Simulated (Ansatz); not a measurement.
## TiAl in Ansatz: the effect of functional

TiAl:

```
Ti Al
1.0
     2.88625    0.00000    0.00000
    -1.44313    2.49957    0.00000
     0.00000    0.00000    4.70906
Ti Al
1 1
Direct
  0.00000 0.00000 0.00000
  0.33333 0.66667 0.50000
```

The cell comes from a database or a generator and needn't be the stable form of this composition.

The cell isn't the ideal one: volume scaled by 1.02.

Alike in all runs:

* Program: Ansatz 0.2.0
* Task: single point
* Potentials or basis: Ansatz PAW
* k mesh: 11 × 11 × 6
* Occupations: fermi-dirac, width 0.05 eV
* Spin: no spin polarisation

Problem. One run gave: pressure -4.8 GPa. Which functional did it use?
A. PBEsol
B. LDA
C. r2SCAN

Solution. A.

```csv
functional,cutoff,pressure (GPa)
LDA,420 eV (not typed: the program's choice for these potentials),-7.9
PBEsol,420 eV (not typed: the program's choice for these potentials),-4.8
r2SCAN,500 eV (not typed: the program's choice for these potentials),-3.2
```

Caveats: the PAW data sets come from PBE, with cores solved anew for the run's functional, which leaves a small shift of forces and pressure.
